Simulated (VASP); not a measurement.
# HC60N3 (a cell with a defect) in VASP: a series of runs

Aim: see how the results for HC60N3 (a cell with a defect) move with the level of theory and the settings. Levels: PBE, LDA, r2SCAN. Tasks: single point.

Program: VASP 6.6.1. These are calculated values, not measurements. Logs are shortened: lines on timing, memory, paths and dates and some standing lists are left out, and cuts for length are marked.

## (1) The structure

The cell holds a defect, 64 atoms: a = 7.140 Å, b = 7.140 Å, c = 7.140 Å, α = 90.00°, β = 90.00°, γ = 90.00°.

The cell was built by a generator and needn't be a form met in nature.

## (2) Single point, PBE

Input file INCAR:

```
PREC     = Accurate       # precision mode
ENCUT    = 520            # plane-wave cutoff, eV
EDIFF    = 1E-6           # SCF threshold, eV
ISMEAR   = 0              # smearing method
SIGMA    = 0.03           # smearing width, eV
LREAL    = F              # projectors in reciprocal space
LASPH    = T              # aspherical terms in the spheres
NELM     = 100            # most SCF steps
ALGO     = Normal         # electronic algorithm
ISIF     = 2              # what is computed and relaxed
LWAVE    = F              # write WAVECAR
LCHARG   = T              # write CHGCAR
GGA      = PE             # functional
LELF     = T              # ELF
LVHAR    = T
```

Input file KPOINTS:

```
Automatic mesh
0
Gamma
  2 2 2
```

Input file POSCAR:

```
HC60N3
1.0
    7.1400000000      0.0000000000      0.0000000000
    0.0000000000      7.1400000000      0.0000000000
    0.0000000000      0.0000000000      7.1400000000
H C N
1 60 3
Direct
    0.5649593500      0.5649593500      0.5649593500
    0.6319130000      0.6319130000      0.6319130000
    0.5014860000      0.7507060000      0.7507060000
    0.7507060000      0.5014860000      0.7507060000
    0.7507060000      0.7507060000      0.5014860000
    0.4950870000      0.2505090000      0.7494590000
    0.4950870000      0.7494590000      0.2505090000
    0.2505090000      0.4950870000      0.7494590000
    0.7494590000      0.4950870000      0.2505090000
    0.2505090000      0.7494590000      0.4950870000
    0.7494590000      0.2505090000      0.4950870000
    0.6235760000      0.3759650000      0.8734240000
    0.6235760000      0.8734240000      0.3759650000
    0.3759650000      0.6235760000      0.8734240000
    0.8734240000      0.6235760000      0.3759650000
    0.3759650000      0.8734240000      0.6235760000
    0.8734240000      0.3759650000      0.6235760000
    0.5050870000      0.2510410000      0.2510410000
    0.2510410000      0.5050870000      0.2510410000
    0.2510410000      0.2510410000      0.5050870000
    0.1273950000      0.6227350000      0.6227350000
    0.6227350000      0.1273950000      0.6227350000
    0.6227350000      0.6227350000      0.1273950000
    0.9999620000      0.4999560000      0.4999560000
    0.4999560000      0.9999620000      0.4999560000
    0.4999560000      0.4999560000      0.9999620000
    0.1278200000      0.3773090000      0.3773090000
    0.3773090000      0.1278200000      0.3773090000
    0.3773090000      0.3773090000      0.1278200000
    0.6239330000      0.8758650000      0.8758650000
    0.8758650000      0.6239330000      0.8758650000
    0.8758650000      0.8758650000      0.6239330000
    0.0011195000      0.7494200000      0.7494200000
    0.7494200000      0.0011195000      0.7494200000
    0.7494200000      0.7494200000      0.0011195000
    0.1237350000      0.3750450000      0.8761320000
    0.1237350000      0.8761320000      0.3750450000
    0.3750450000      0.1237350000      0.8761320000
    0.8761320000      0.1237350000      0.3750450000
    0.3750450000      0.8761320000      0.1237350000
    0.8761320000      0.3750450000      0.1237350000
    0.9987500000      0.2495250000      0.7493430000
    0.9987500000      0.7493430000      0.2495250000
    0.2495250000      0.9987500000      0.7493430000
    0.7493430000      0.9987500000      0.2495250000
    0.2495250000      0.7493430000      0.9987500000
    0.7493430000      0.2495250000      0.9987500000
    0.1237820000      0.1237820000      0.6246850000
    0.1237820000      0.6246850000      0.1237820000
    0.6246850000      0.1237820000      0.1237820000
    0.0017403000      0.2503660000      0.2503660000
    0.2503660000      0.0017403000      0.2503660000
    0.2503660000      0.2503660000      0.0017403000
    0.1249420000      0.8743930000      0.8743930000
    0.8743930000      0.1249420000      0.8743930000
    0.8743930000      0.8743930000      0.1249420000
    0.9999680000      0.9999680000      0.4998950000
    0.9999680000      0.4998950000      0.9999680000
    0.4998950000      0.9999680000      0.9999680000
    0.1254050000      0.1254050000      0.1254050000
    0.9997840000      0.9997840000      0.9997840000
    0.6351560000      0.3648080000      0.3648080000
    0.3648080000      0.6351560000      0.3648080000
    0.3648080000      0.3648080000      0.6351560000
```

Potentials or basis: VASP PAW PBE potentials, release 64 (H, C, N).

Launch:

```
$ cat potpaw_PBE.64/H/POTCAR potpaw_PBE.64/C/POTCAR potpaw_PBE.64/N/POTCAR > POTCAR
$ mpirun -np 1 vasp_std > vasp.out
```

OUTCAR:

```text
PREC = Accurate
   ENCUT = 520
   EDIFF = 1E-6
   ISMEAR = 0
   LREAL = F
   LASPH = T
   NELM = 100
   ISIF = 2
   GGA = PE

 ion  position               nearest neighbor table
   1  0.565  0.565  0.565-   2 0.83
   2  0.632  0.632  0.632-   1 0.83   3 1.52   4 1.52   5 1.52
   3  0.501  0.751  0.751-   2 1.52  30 1.54  16 1.55  14 1.55
   4  0.751  0.501  0.751-   2 1.52  31 1.54  17 1.55  12 1.55
   5  0.751  0.751  0.501-   2 1.52  32 1.54  15 1.55  13 1.55
   6  0.495  0.251  0.749-  64 1.48  38 1.54  22 1.56  12 1.56
   7  0.495  0.749  0.251-  63 1.48  40 1.54  23 1.56  13 1.56
[... 52 lines left out ...]
  60  0.125  0.125  0.125-  51 1.54  52 1.54  53 1.54  61 1.55
  61  1.000  1.000  1.000-  54 1.55  55 1.55  56 1.55  60 1.55
  62  0.635  0.365  0.365-  18 1.48  11 1.48   9 1.48
  63  0.365  0.635  0.365-  19 1.48  10 1.48   7 1.48
  64  0.365  0.365  0.635-  20 1.48   8 1.48   6 1.48

  LATTYP: Found a simple cubic cell.
 ALAT       =     7.1400000000

  Lattice vectors:

 A1 = (   7.1400000000,   0.0000000000,   0.0000000000)
 A2 = (   0.0000000000,   7.1400000000,   0.0000000000)
 A3 = (   0.0000000000,   0.0000000000,   7.1400000000)

Analysis of symmetry for initial positions (statically):
=====================================================================
 Subroutine PRICEL returns:
 Original cell was already a primitive cell.

 Routine SETGRP: Setting up the symmetry group for a
 simple cubic supercell.

 Subroutine GETGRP returns: Found  6 space group operations
 (whereof  6 operations were pure point group operations)
 out of a pool of 48 trial point group operations.

The static configuration has the point symmetry C_3v.

Analysis of symmetry for dynamics (positions and initial velocities):
=====================================================================
 Subroutine PRICEL returns:
 Original cell was already a primitive cell.

 Routine SETGRP: Setting up the symmetry group for a
 simple cubic supercell.

 Subroutine GETGRP returns: Found  6 space group operations
 (whereof  6 operations were pure point group operations)
 out of a pool of 48 trial point group operations.

The dynamic configuration has the point symmetry C_3v.

 Subroutine INISYM returns: Found  6 space group operations
 (whereof  6 operations are pure point group operations),
 and found     1 'primitive' translations

----------------------------------------------------------------------------------------

                                     Primitive cell

  volume of cell :     363.9943

  direct lattice vectors                    reciprocal lattice vectors
     7.140000000  0.000000000  0.000000000     0.140056022  0.000000000  0.000000000
     0.000000000  7.140000000  0.000000000     0.000000000  0.140056022  0.000000000
     0.000000000  0.000000000  7.140000000     0.000000000  0.000000000  0.140056022

  length of vectors
     7.140000000  7.140000000  7.140000000     0.140056022  0.140056022  0.140056022

  position of ions in fractional coordinates (direct lattice)
     0.564959350  0.564959350  0.564959350
     0.631913000  0.631913000  0.631913000
     0.501486000  0.750706000  0.750706000
     0.750706000  0.501486000  0.750706000
     0.750706000  0.750706000  0.501486000
     0.495087000  0.250509000  0.749459000
[... 56 lines left out ...]
     0.364808000  0.635156000  0.364808000
     0.364808000  0.364808000  0.635156000

  ion indices of the primitive-cell ions
   primitive index   ion index
                 1           1
                 2           2
                 3           3
                 4           4
                 5           5
                 6           6
[... 56 lines left out ...]
                63          63
                64          64

----------------------------------------------------------------------------------------

 KPOINTS: Automatic mesh

Automatic generation of k-mesh.
 Grid dimensions read from file:
 generate k-points for:    2    2    2

 Generating k-lattice:

[... 44 lines left out ...]
   NELECT =     256.0000    total number of electrons
   NUPDOWN=      -1.0000    fix difference up-down
   EMIN   =  10.00;   EMAX   =-10.00  energy-range for DOS
   EFERMI =   0.00;   METHOD = LEGACY
   ISMEAR =     0;   SIGMA  =   0.03  broadening in eV -4-tet -1-fermi 0-gaus
   EFERMI_NEDOS =   21; number of points for ismear=-14 and -15
   IALGO  =     38    algorithm
   IMIX   =      4    mixing-type and parameters
     AMIX     =   0.40;   BMIX     =  1.00
     AMIX_MAG =   1.60;   BMIX_MAG =  1.00
  volume/ion in A,a.u.               =       5.69        38.38
  Fermi-wavevector in a.u.,A,eV,Ry     =   1.455872  2.751200 28.838420  2.119564
  Thomas-Fermi vector in A             =   2.572856
   LORBIT       =      0    0 simple, 1 ext, 2 COOP (PROOUT), +10 PAW based schemes
   GGA     = PE    functional components
   LHFCALC =     F    Hartree Fock is set to
   AEXX    =    0.0000 exact exchange contribution
   IVDW    =     0    specifies the selected vdW correction
   LEPSILON=     F    determine dielectric tensor
   LRPA    =     F    only Hartree local field effects (RPA)
 non-spin polarized calculation
 Gauss-broadening in eV      SIGMA  =   0.03
  energy-cutoff  :      520.00
  volume of cell :      363.99
 maximum number of plane-waves:      9808
 NGX is ok and might be reduce to    54
   NGX = 27   NGY = 27   NGZ = 27

 number of electron     256.0000000 magnetization

 Free energy of the ion-electron system (eV)
  ---------------------------------------------------
  ext. energy  EPLUGINS =         0.00000000
  ---------------------------------------------------
  free energy    TOTEN  =      -568.68951387 eV

  energy without entropy =     -568.68951387  energy(sigma->0) =     -568.68951387

 E-fermi :  10.0783     XC(G=0): -13.1621

 val. band max:        9.8740790482   @ k =   0.0000   0.0000   0.0000
 cond. band min:      13.5223031832   @ k =   0.5000   0.0000   0.0000
 fundamental gap:      3.6482241350
 Fermi energy:        10.0783295700

 k-point     1 :       0.0000    0.0000    0.0000
  band No.  band energies     occupation
      1     -12.2417      2.00000
      2     -10.5781      2.00000
      3     -10.5781      2.00000
      4     -10.1449      2.00000
      5      -9.7778      2.00000
      6      -9.7778      2.00000
[... 561 lines left out ...]
    139      15.4470      0.00000
    140      15.4547      0.00000
 [bands above 140 left out]

------------------------ aborting loop because EDIFF is reached ----------------------------------------

  FORCE on cell =-STRESS in cart. coord.  units (eV):
  Direction    XX          YY          ZZ          XY          YZ          ZX
  --------------------------------------------------------------------------------------
  -------------------------------------------------------------------------------------
  Total        7.0400160      7.0400160      7.0400160      3.1477098      3.1477098      3.1477098
  in kB       30.9877181     30.9877181     30.9877181     13.8551307     13.8551307     13.8551307
  external PRESSURE =      30.9877181 kB  Pullay stress =       0.0000000 kB

 VOLUME and BASIS-vectors are now :
 -----------------------------------------------------------------------------
  energy-cutoff  :      520.00
  volume of cell :      363.99
      direct lattice vectors                 reciprocal lattice vectors
     7.140000000  0.000000000  0.000000000     0.140056022  0.000000000  0.000000000
     0.000000000  7.140000000  0.000000000     0.000000000  0.140056022  0.000000000
     0.000000000  0.000000000  7.140000000     0.000000000  0.000000000  0.140056022

 POSITION                                       TOTAL-FORCE (eV/Angst)
 -----------------------------------------------------------------------------------
      4.03381      4.03381      4.03381       -11.055439    -11.055439    -11.055439
      4.51186      4.51186      4.51186        10.563182     10.563182     10.563182
      3.58061      5.36004      5.36004        -0.026857      0.145176      0.145176
      5.36004      3.58061      5.36004         0.145176     -0.026857      0.145176
      5.36004      5.36004      3.58061         0.145176      0.145176     -0.026857
      3.53492      1.78863      5.35114        -0.044635      0.020374     -0.029466
[... 56 lines left out ...]
      2.60473      4.53501      2.60473         0.136854      0.035346      0.136854
      2.60473      2.60473      4.53501         0.136854      0.136854      0.035346
 -----------------------------------------------------------------------------------
    total drift:                                0.000431      0.000431      0.000427

  FREE ENERGIE OF THE ION-ELECTRON SYSTEM (eV)
  ---------------------------------------------------
  free  energy   TOTEN  =      -568.6895138712 eV

  energy  without entropy=     -568.6895138712  energy(sigma->0) =     -568.68951387
```

Wall time 8.2 min (1 thread of AMD EPYC 7R13 (Zen 3), shared host); peak memory 0.45 GiB.

Results:

* Free energy: -568.6895 eV
* Pressure: 3.1 GPa
* Largest force: 19.149 eV/Å
* Band gap on the k mesh: 3.65 eV, indirect (least direct gap 3.71 eV)

Forces on the atoms (eV/Å):
```
H   -11.055 -11.055 -11.055
C    10.563  10.563  10.563
C    -0.027   0.145   0.145
C     0.145  -0.027   0.145
C     0.145   0.145  -0.027
C    -0.045   0.020  -0.029
C    -0.045  -0.029   0.020
C     0.020  -0.045  -0.029
C    -0.029  -0.045   0.020
C     0.020  -0.029  -0.045
C    -0.029   0.020  -0.045
C    -0.012  -0.010  -0.006
C    -0.012  -0.006  -0.010
C    -0.010  -0.012  -0.006
C    -0.006  -0.012  -0.010
C    -0.010  -0.006  -0.012
C    -0.006  -0.010  -0.012
C    -0.002   0.046   0.046
C     0.046  -0.002   0.046
C     0.046   0.046  -0.002
C     0.005   0.005   0.005
C     0.005   0.005   0.005
C     0.005   0.005   0.005
C     0.014  -0.001  -0.001
C    -0.001   0.014  -0.001
C    -0.001  -0.001   0.014
C     0.000  -0.005  -0.005
C    -0.005   0.000  -0.005
C    -0.005  -0.005   0.000
C     0.009  -0.024  -0.024
C    -0.024   0.009  -0.024
C    -0.024  -0.024   0.009
C     0.004  -0.001  -0.001
C    -0.001   0.004  -0.001
C    -0.001  -0.001   0.004
C    -0.003   0.011   0.008
C    -0.003   0.008   0.011
C     0.011  -0.003   0.008
C     0.008  -0.003   0.011
C     0.011   0.008  -0.003
C     0.008   0.011  -0.003
C     0.002   0.007   0.008
C     0.002   0.008   0.007
C     0.007   0.002   0.008
C     0.008   0.002   0.007
C     0.007   0.008   0.002
C     0.008   0.007   0.002
C    -0.005  -0.005  -0.003
C    -0.005  -0.003  -0.005
C    -0.003  -0.005  -0.005
C    -0.005  -0.001  -0.001
C    -0.001  -0.005  -0.001
C    -0.001  -0.001  -0.005
C    -0.002   0.000   0.000
C     0.000  -0.002   0.000
C     0.000   0.000  -0.002
C    -0.007  -0.007  -0.019
C    -0.007  -0.019  -0.007
C    -0.019  -0.007  -0.007
C    -0.001  -0.001  -0.001
C     0.005   0.005   0.005
N     0.035   0.137   0.137
N     0.137   0.035   0.137
N     0.137   0.137   0.035
```

Caveat: the k mesh is coarse (spacing up to 0.44 Å⁻¹), so the values aren't converged.

## (3) Single point, LDA

INCAR, as its differences from that of step 2:

```diff
@@ -12,3 +12,2 @@
 LCHARG   = T              # write CHGCAR
-GGA      = PE             # functional
 LELF     = T              # ELF
```

KPOINTS is that of step 2.

POSCAR is that of step 2.

Potentials or basis: VASP PAW LDA potentials, release 64 (H, C, N).

Launch:

```
$ cat potpaw_LDA.64/H/POTCAR potpaw_LDA.64/C/POTCAR potpaw_LDA.64/N/POTCAR > POTCAR
$ mpirun -np 1 vasp_std > vasp.out
```

Run time: 7.1 min. Hardware: 1 thread of AMD EPYC 7R13 (Zen 3), shared host; peak memory 0.38 GiB.

The run converged. Its results:

```yaml
Free_energy: -633.3886 eV
Pressure: -10.9 GPa
Largest_force: 19.620 eV/Å
Band_gap_on_the_k_mesh: 3.59 eV, indirect (least direct gap 3.66 eV)
```

Forces in eV/Å, atoms in the order of the input:
```
H   -11.328 -11.328 -11.328
C    10.923  10.923  10.923
C    -0.024   0.132   0.132
C     0.132  -0.024   0.132
C     0.132   0.132  -0.024
C    -0.096   0.095  -0.104
C    -0.096  -0.104   0.095
C     0.095  -0.096  -0.104
C    -0.104  -0.096   0.095
C     0.095  -0.104  -0.096
C    -0.104   0.095  -0.096
C    -0.011  -0.008   0.001
C    -0.011   0.001  -0.008
C    -0.008  -0.011   0.001
C     0.001  -0.011  -0.008
C    -0.008   0.001  -0.011
C     0.001  -0.008  -0.011
C     0.048   0.123   0.123
C     0.123   0.048   0.123
C     0.123   0.123   0.048
C    -0.007   0.005   0.005
C     0.005  -0.007   0.005
C     0.005   0.005  -0.007
C     0.018  -0.002  -0.002
C    -0.002   0.018  -0.002
C    -0.002  -0.002   0.018
C    -0.012  -0.005  -0.005
C    -0.005  -0.012  -0.005
C    -0.005  -0.005  -0.012
C     0.008  -0.023  -0.023
C    -0.023   0.008  -0.023
C    -0.023  -0.023   0.008
C     0.003   0.001   0.001
C     0.001   0.003   0.001
C     0.001   0.001   0.003
C    -0.001   0.006   0.007
C    -0.001   0.007   0.006
C     0.006  -0.001   0.007
C     0.007  -0.001   0.006
C     0.006   0.007  -0.001
C     0.007   0.006  -0.001
C     0.002   0.008   0.007
C     0.002   0.007   0.008
C     0.008   0.002   0.007
C     0.007   0.002   0.008
C     0.008   0.007   0.002
C     0.007   0.008   0.002
C    -0.004  -0.004   0.005
C    -0.004   0.005  -0.004
C     0.005  -0.004  -0.004
C    -0.007  -0.002  -0.002
C    -0.002  -0.007  -0.002
C    -0.002  -0.002  -0.007
C    -0.003  -0.001  -0.001
C    -0.001  -0.003  -0.001
C    -0.001  -0.001  -0.003
C    -0.007  -0.007  -0.017
C    -0.007  -0.017  -0.007
C    -0.017  -0.007  -0.007
C     0.000   0.000   0.000
C     0.004   0.004   0.004
N     0.230  -0.043  -0.043
N    -0.043   0.230  -0.043
N    -0.043  -0.043   0.230
```

Stress tensor (GPa, compression positive):
```
-10.92   1.43   1.43
  1.43 -10.92   1.43
  1.43   1.43 -10.92
```

Levels at points of the mesh, in eV from the valence-band top:
```
           k point  band 124  band 125  band 126  band 127  band 128  band 129  band 130  band 131  band 132  band 133
(0.00, 0.00, 0.00)     -1.47     -1.47     -0.55      0.00      0.00      3.66      3.81      3.81      4.01      4.01
(0.50, 0.00, 0.00)     -2.28     -1.85     -1.41     -0.65     -0.50      3.59      3.71      4.56      4.94      5.61
(0.50, 0.50, 0.00)     -1.50     -1.36     -1.27     -0.56     -0.26      4.90      4.92      5.14      5.38      5.48
(0.50, 0.50, 0.50)     -2.15     -2.15     -1.38     -0.36     -0.36      4.82      4.82      5.02      5.34      5.40
```

Caveat: the k mesh is coarse (spacing up to 0.44 Å⁻¹), so the values aren't converged. As with any semilocal functional, this LDA gap is likely too small.

(Continued in part 2 of 2.)
